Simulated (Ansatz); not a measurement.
**Be: squeezing one contact**

Aim: change the length of one contact in Be (Be1–Be2) by moving its two atoms, all else held, and follow energy and force. The runs shown use LAPW and norm-conserving. Companion runs by PAW are cited. Its runs: the reference run (LAPW); shortest bond scaled by 1 (norm-conserving); shortest bond scaled by 0.94 (LAPW); shortest bond scaled by 0.82 (LAPW); shortest bond scaled by 0.76 (LAPW).

Program: Ansatz 0.2.0. Level of theory: DFT PBE, with the methods named in each step. These are calculated values, not measurements.

6 further runs of the same task are left out: 4 for a broken database entry, 2 that didn't finish. Runs told in other sessions of the task aren't counted.

### Step 1. Starting point

The structure is hexagonal, space group P6_3/mmc (No. 194). The conventional cell has a = 2.285 Å, b = 2.285 Å, c = 3.584 Å, α = 90.00°, β = 90.00°, γ = 120.00°. Be (site symmetry -6m2) is surrounded by 12 Be at 2.23 to 2.29 Å.

As a file:

```cif
data_structure
_symmetry_space_group_name_H-M 'P6_3/mmc'
_symmetry_Int_Tables_number 194
_cell_length_a 2.2853
_cell_length_b 2.2853
_cell_length_c 3.5842
_cell_angle_alpha 90.000
_cell_angle_beta 90.000
_cell_angle_gamma 120.000
_cell_volume 16.21
loop_
_atom_site_label
_atom_site_type_symbol
_atom_site_symmetry_multiplicity
_atom_site_Wyckoff_symbol
_atom_site_fract_x
_atom_site_fract_y
_atom_site_fract_z
_atom_site_occupancy
Be1 Be 2 c 0.33333 0.66667 0.25000 1
```

The file gives the conventional cell by its symmetry; the runs use the cell typed in the input.

Atoms are numbered in the order of the input: Be1, Be2.

### Step 2. The bond as given, LAPW

Contents of input.yaml:

```yaml
crystal:
  lattice:
    - [2.2853, 0.0, 0.0]
    - [-1.14265, 1.9791278553, 0.0]
    - [0.0, 0.0, 3.5842]
  atoms:
    - { symbol: Be, position: [0.3333333333, 0.6666666667, 0.25] }
    - { symbol: Be, position: [0.6666666667, 0.3333333333, 0.75] }
kpoints:
  mp_grid: { grid: [15, 15, 8] }
scf:
  occupations: { method: fermi_dirac, width: 0.05 }
hamiltonian:
  xc: pbe
  pseudopotentials: { kind: all_electron, lapw: { basis_error: 0.001 } }
output:
  forces: true
  stress: true
  eigenvalues: true
  populations: true
```

Started as:

```bash
> ansatz run input.yaml --threads 1 --pin off --max-ram 2048MiB --backend cpu --events-out ev --progress --plain --runs-dir out
```

The log of the run, cut to the lines that bear on the results:

```text
Be: projections on atomic orbitals take those of the free atom 1s2 2s2, of charge +0.00 (hamiltonian.pseudopotentials.projection_atoms)
LAPW: plane waves up to 6.064 Å⁻¹, error target 1.0e-3 eV per atom; small_component_spin mean_spin; Be in spheres of 1.113 Å, 4 of its electrons in bands, Dirac shells []
[...]
Pseudopotentials: kind: all_electron
Pseudopotential: Be, LAPW, valence charge 4, Koelling and Harmon's equation, gaussian nucleus
Functional definition: PBE
[...]
Crystal: 2 atoms, lattice volume = 16.211 Å³
Basis set: ecut = 140.11176292372704 eV, 55 PW (Γ), exchange–correlation at level 2
Bands: 8, of which v1, the nominal top of the filled ones, is band 4 counted from 1 (3 counted from 0)
Symmetry: 24 space group operations
Space group: P63/mmc (ITA 194), of the structure as read, at distance tolerance 2.5e-5 Å
k-points: 135 of 1800
[...]
SCF iter   1: F=—  HF=-803.832600 eV  |F-HF|=—  |Δ(HF+E_count)|=         —  Δρ=1.31e-2  dr2=2.25e-2  ethr=2.80e-4  ⟨swp⟩=2.9  Hψ=9705  notcnv=0
[...]
SCF iter   4: F=-803.818606 eV  HF=-803.818606 eV  |F-HF|=8.04e-8  |Δ(HF+E_count)|=   5.19e-6  Δρ=2.06e-5  dr2=3.17e-8  ethr=3.34e-8  ⟨swp⟩=2.0  Hψ=2666  notcnv=0
[...]
SCF converged after 4 iterations
Free energy (F): -803.818606 eV
[...]
E sigma→0 (E₀):  -803.818000 eV
Entropy (-TS):   -0.001211 eV (-0.606 meV/atom)
Fermi energy:    8.693479 eV
[...]
--- Forces (eV/Å), atoms counted from 1 ---
  atom   1  Be    -0.00000000    -0.00000000     0.00000000
  atom   2  Be    -0.00000000     0.00000000     0.00000000
[...]
--- Stress (GPa, compression-positive) ---
       -3.834793       0.000000       0.000000
        0.000000      -3.834793       0.000000
        0.000000       0.000000      -1.167238
  P = ⅓ Tr σ = -2.9456 GPa (-29.456 kbar)
--- Band table (eV; the first three rows and the last of 135) ---
  k-point 0: bands = ["-91.7484", "-91.7229", "-2.8353", "4.0600", "9.4718", "23.9849", "23.9849", "26.8066"]
[...]
--- Löwdin populations: 2 sites ---
  site symbol       q [e]
     0     Be      3.2505
     1     Be      3.2505
  spilling = 0.187381 (of n_electrons = 8.000000)
```

It took 1.6 s on 1 thread of Intel Xeon 6975P-C (Granite Rapids), shared host; peak memory 0.25 GiB.

In short: pressure -2.95 GPa; no gap.

### Step 3. Shortest bond scaled by 1, norm-conserving

Changes to input.yaml since step 2:

```diff
@@ -14,3 +14,3 @@
   xc: pbe
-  pseudopotentials: { kind: all_electron, lapw: { basis_error: 0.001 } }
+  pseudopotentials: { kind: nc }
 output:
```

Started as:

```bash
> ansatz run input.yaml --threads 1 --pin off --max-ram 2048MiB --backend cpu --events-out ev --progress --plain --runs-dir out
```

The log of the run, cut to the lines that bear on the results:

```text
[...]
Pseudopotentials: kind: nc
Pseudopotential: Be, nc, valence charge 4, recommended cutoff 1800 eV (normal), Be.nc.azcp
[... 1 set-up line as earlier in the session ...]
[...]
Crystal: 2 atoms, lattice volume = 16.211 Å³
Basis set: ecut = 1800 eV, 2803 PW (Γ), exchange–correlation on 64×64×100 points (8 copies of the dense FFT grid, shifted against one another)
Bands: 8, of which v1, the nominal top of the filled ones, is band 4 counted from 1 (3 counted from 0)
[... 2 set-up lines as earlier in the session ...]
k-points: 135 of 1800
[...]
SCF iter   1: F=—  HF=-782.799811 eV  |F-HF|=—  |Δ(HF+E_count)|=         —  Δρ=3.75e-2  dr2=3.86e-2  ethr=3.10e-3  ⟨swp⟩=5.5  Hψ=9695  notcnv=0
[...]
SCF iter   5: F=-782.791289 eV  HF=-782.791289 eV  |F-HF|=5.15e-9  |Δ(HF+E_count)|=   9.23e-8  Δρ=2.13e-5  dr2=7.56e-9  ethr=1.25e-9  ⟨swp⟩=5.0  Hψ=5299  notcnv=0
[...]
SCF converged after 5 iterations
Free energy (F): -782.791289 eV
[...]
E sigma→0 (E₀):  -782.790684 eV
Entropy (-TS):   -0.001210 eV (-0.605 meV/atom)
Fermi energy:    8.733683 eV
[...]
--- Forces (eV/Å), atoms counted from 1 ---
  atom   1  Be    -0.00000000     0.00000000     0.00000000
  atom   2  Be     0.00000000     0.00000000     0.00000000
[...]
--- Stress (GPa, compression-positive) ---
       -3.605773      -0.000000       0.000000
        0.000000      -3.605773       0.000000
        0.000000       0.000000      -0.881249
  P = ⅓ Tr σ = -2.6976 GPa (-26.976 kbar)
--- Band table (eV; the first three rows and the last of 135) ---
  k-point 0: bands = ["-91.5616", "-91.5359", "-2.7953", "4.0985", "9.5139", "24.0351", "24.0351", "26.8590"]
[...]
--- Löwdin populations: 2 sites ---
  site symbol       q [e]
     0     Be      3.2529
     1     Be      3.2529
  spilling = 0.186787 (of n_electrons = 8.000000)
```

Run time: 3.9 s. Hardware: 1 thread of Intel Xeon 6975P-C (Granite Rapids), shared host; peak memory 0.4 GiB.

Read from it: pressure -2.70 GPa; no gap.

### Step 4. Shortest bond scaled by 0.94, LAPW

Contents of input.yaml:

```yaml
crystal:
  lattice:
    - [2.2853, 0.0, 0.0]
    - [-1.14265, 1.9791278553, 0.0]
    - [0.0, 0.0, 3.5842]
  atoms:
    - { symbol: Be, position: [0.3133333333, 0.6566666667, 0.235] }
    - { symbol: Be, position: [0.6866666667, 0.3433333333, 0.765] }
kpoints:
  mp_grid: { grid: [15, 15, 8] }
scf:
  occupations: { method: fermi_dirac, width: 0.05 }
hamiltonian:
  xc: pbe
  pseudopotentials: { kind: all_electron, lapw: { basis_error: 0.001 } }
output:
  forces: true
  stress: true
  eigenvalues: true
  populations: true
```

Started as:

```bash
> ansatz run input.yaml --threads 1 --pin off --max-ram 2048MiB --backend cpu --events-out ev --progress --plain --runs-dir out
```

The log of the run, cut to the lines that bear on the results:

```text
Be: projections on atomic orbitals take those of the free atom 1s2 2s2, of charge +0.00 (hamiltonian.pseudopotentials.projection_atoms)
LAPW: plane waves up to 6.703 Å⁻¹, error target 1.0e-3 eV per atom; small_component_spin mean_spin; Be in spheres of 1.046 Å, 4 of its electrons in bands, Dirac shells []
[...]
[... 3 set-up lines as earlier in the session ...]
[...]
Crystal: 2 atoms, lattice volume = 16.211 Å³
Basis set: ecut = 171.20171036983757 eV, 97 PW (Γ), exchange–correlation at level 2
Bands: 8, of which v1, the nominal top of the filled ones, is band 4 counted from 1 (3 counted from 0)
Symmetry: 4 space group operations
Space group: C2/m (ITA 12), of the structure as read, at distance tolerance 2.5e-5 Å
k-points: 488 of 1800
[...]
SCF iter   6: F=-803.763535 eV  HF=-803.763535 eV  |F-HF|=8.02e-10  |Δ(HF+E_count)|=   1.19e-7  Δρ=4.21e-6  dr2=3.99e-9  ethr=8.50e-9  ⟨swp⟩=2.4  Hψ=9000  notcnv=0
[...]
SCF converged after 6 iterations
Free energy (F): -803.763535 eV
[...]
E sigma→0 (E₀):  -803.762879 eV
Entropy (-TS):   -0.001311 eV (-0.656 meV/atom)
Fermi energy:    8.649220 eV
[...]
--- Forces (eV/Å), atoms counted from 1 ---
  atom   1  Be     0.26686207     0.15407289     0.82670041
  atom   2  Be    -0.26686207    -0.15407289    -0.82670041
[...]
--- Stress (GPa, compression-positive) ---
       -2.482707       1.403785       1.079317
        1.403785      -4.103658       0.623144
        1.079317       0.623144       1.053089
  P = ⅓ Tr σ = -1.8444 GPa (-18.444 kbar)
--- Band table (eV; the first three rows and the last of 488) ---
  k-point 0: bands = ["-91.7504", "-91.7219", "-2.8462", "4.0875", "9.4077", "23.6983", "24.2007", "26.3926"]
[...]
--- Löwdin populations: 2 sites ---
  site symbol       q [e]
     0     Be      3.2503
     1     Be      3.2503
  spilling = 0.187417 (of n_electrons = 8.000000)
```

Run time: 6 s. Hardware: 1 thread of Intel Xeon 6975P-C (Granite Rapids), shared host; peak memory 0.36 GiB.

Result: pressure -1.84 GPa; no gap; largest force 0.882 eV/Å.

### Step 5. Shortest bond scaled by 0.82, LAPW

Changes to input.yaml since step 4:

```diff
@@ -6,4 +6,4 @@
   atoms:
-    - { symbol: Be, position: [0.3133333333, 0.6566666667, 0.235] }
-    - { symbol: Be, position: [0.6866666667, 0.3433333333, 0.765] }
+    - { symbol: Be, position: [0.2733333333, 0.6366666667, 0.205] }
+    - { symbol: Be, position: [0.7266666667, 0.3633333333, 0.795] }
 kpoints:
```

Started as:

```bash
> ansatz run input.yaml --threads 1 --pin off --max-ram 2048MiB --backend cpu --events-out ev --progress --plain --runs-dir out
```

The log of the run, cut to the lines that bear on the results:

```text
Be: projections on atomic orbitals take those of the free atom 1s2 2s2, of charge +0.00 (hamiltonian.pseudopotentials.projection_atoms)
LAPW: plane waves up to 8.151 Å⁻¹, error target 1.0e-3 eV per atom; small_component_spin mean_spin; Be in spheres of 0.912 Å, 4 of its electrons in bands, Dirac shells []
[...]
[... 3 set-up lines as earlier in the session ...]
[...]
Crystal: 2 atoms, lattice volume = 16.211 Å³
Basis set: ecut = 253.11820463830517 eV, 135 PW (Γ), exchange–correlation at level 2
Bands: 8, of which v1, the nominal top of the filled ones, is band 4 counted from 1 (3 counted from 0)
[... 2 set-up lines as earlier in the session ...]
k-points: 488 of 1800
[...]
SCF iter   6: F=-803.250668 eV  HF=-803.250668 eV  |F-HF|=4.13e-10  |Δ(HF+E_count)|=   4.96e-8  Δρ=1.30e-6  dr2=1.69e-10  ethr=1.47e-9  ⟨swp⟩=2.3  Hψ=8945  notcnv=0
[...]
SCF converged after 6 iterations
Free energy (F): -803.250668 eV
[...]
E sigma→0 (E₀):  -803.249911 eV
Entropy (-TS):   -0.001514 eV (-0.757 meV/atom)
Fermi energy:    8.396078 eV
[...]
--- Forces (eV/Å), atoms counted from 1 ---
  atom   1  Be     1.20138404     0.69361940     2.98831058
  atom   2  Be    -1.20138404    -0.69361940    -2.98831058
[...]
--- Stress (GPa, compression-positive) ---
        4.753024       6.107181      11.297544
        6.107181      -2.298941       6.522640
       11.297544       6.522640      19.952337
  P = ⅓ Tr σ = 7.4688 GPa (74.688 kbar)
--- Band table (eV; the first three rows and the last of 488) ---
  k-point 0: bands = ["-91.7868", "-91.7259", "-2.9210", "4.3117", "8.9381", "22.9393", "24.5057", "25.3987"]
[...]
--- Löwdin populations: 2 sites ---
  site symbol       q [e]
     0     Be      3.2490
     1     Be      3.2490
  spilling = 0.187748 (of n_electrons = 8.000000)
```

Wall time 7.7 s (1 thread of Intel Xeon 6975P-C (Granite Rapids), shared host); peak memory 0.39 GiB.

In short: pressure 7.47 GPa; no gap; largest force 3.295 eV/Å.

### Step 6. Shortest bond scaled by 0.76, LAPW

Changes to input.yaml since step 5:

```diff
@@ -6,4 +6,4 @@
   atoms:
-    - { symbol: Be, position: [0.2733333333, 0.6366666667, 0.205] }
-    - { symbol: Be, position: [0.7266666667, 0.3633333333, 0.795] }
+    - { symbol: Be, position: [0.2533333333, 0.6266666667, 0.19] }
+    - { symbol: Be, position: [0.7466666667, 0.3733333333, 0.81] }
 kpoints:
```

Started as:

```bash
> ansatz run input.yaml --threads 1 --pin off --max-ram 2048MiB --backend cpu --events-out ev --progress --plain --runs-dir out
```

The log of the run, cut to the lines that bear on the results:

```text
Be: projections on atomic orbitals take those of the free atom 1s2 2s2, of charge +0.00 (hamiltonian.pseudopotentials.projection_atoms)
LAPW: plane waves up to 9.003 Å⁻¹, error target 1.0e-3 eV per atom; small_component_spin mean_spin; Be in spheres of 0.846 Å, 4 of its electrons in bands, Dirac shells []
[...]
[... 3 set-up lines as earlier in the session ...]
[...]
Crystal: 2 atoms, lattice volume = 16.211 Å³
Basis set: ecut = 308.82009047922503 eV, 197 PW (Γ), exchange–correlation at level 2
Bands: 8, of which v1, the nominal top of the filled ones, is band 4 counted from 1 (3 counted from 0)
[... 2 set-up lines as earlier in the session ...]
k-points: 488 of 1800
[...]
SCF iter   5: F=-802.696686 eV  HF=-802.696686 eV  |F-HF|=1.93e-8  |Δ(HF+E_count)|=   3.34e-6  Δρ=2.34e-5  dr2=9.46e-8  ethr=4.22e-8  ⟨swp⟩=2.9  Hψ=9494  notcnv=0
[...]
SCF converged after 5 iterations
Free energy (F): -802.696686 eV
[...]
E sigma→0 (E₀):  -802.695835 eV
Entropy (-TS):   -0.001703 eV (-0.852 meV/atom)
Fermi energy:    8.160381 eV
[...]
--- Forces (eV/Å), atoms counted from 1 ---
  atom   1  Be     2.08786285     1.20542818     4.67549698
  atom   2  Be    -2.08786285    -1.20542818    -4.67549698
[...]
--- Stress (GPa, compression-positive) ---
       11.026916      10.363058      21.889510
       10.363058      -0.939313      12.637915
       21.889510      12.637915      38.549499
  P = ⅓ Tr σ = 16.2124 GPa (162.124 kbar)
--- Band table (eV; the first three rows and the last of 488) ---
  k-point 0: bands = ["-91.8625", "-91.7578", "-2.9718", "4.5062", "8.5762", "22.4554", "24.6489", "24.7398"]
[...]
--- Löwdin populations: 2 sites ---
  site symbol       q [e]
     0     Be      3.2467
     1     Be      3.2467
  spilling = 0.188336 (of n_electrons = 8.000000)
```

It took 8.1 s on 1 thread of Intel Xeon 6975P-C (Granite Rapids), shared host; peak memory 0.42 GiB.

In short: pressure 16.21 GPa; no gap; largest force 5.260 eV/Å.

### Step 7. Side by side

Rows by PAW come from runs of the same series that aren't printed here.

Force along the bond: half the difference of the two atoms' forces, positive where it pushes them apart.

| method | length (Å) | F from the given length (eV/cell) | force along the bond (eV/Å) | pressure (GPa) | largest force (eV/Å) |
| --- | --- | --- | --- | --- | --- |
| LAPW | 1.691 | 1.122 | 5.194 | 16.21 | 5.260 |
| LAPW | 1.825 | 0.568 | 3.229 | 7.47 | 3.295 |
| LAPW | 2.092 | 0.055 | 0.848 | -1.84 | 0.882 |
| LAPW | 2.225 | 0.000 | 0.000 | -2.95 | 0.000 |
| PAW | 1.691 | 1.123 | 5.196 | 16.26 | 5.263 |
| PAW | 1.825 | 0.569 | 3.230 | 7.50 | 3.295 |
| PAW | 2.092 | 0.055 | 0.849 | -1.82 | 0.883 |
| PAW | 2.225 | 0.000 | 0.000 | -2.92 | 0.000 |
| norm-conserving | 2.225 | 0.000 | 0.000 | -2.70 | 0.000 |

### Step 8. Outcome

```
                                               quantity      value
force along the bond, positive apart, at 1.691 Å (LAPW)  5.19 eV/Å
 force along the bond, positive apart, at 1.691 Å (PAW)  5.20 eV/Å
```

**Reading.** At 1.69 Å the force along the bond is 5.19 eV/Å by LAPW, and the energy stands 1.12 eV over the given length. With two atoms in the cell whole sublattices move, so the other contacts between the two sublattices change too; at scales over 1 some of them become the shortest. PAW's force differs from LAPW's by at most 2 meV/Å, at 1.69 Å.
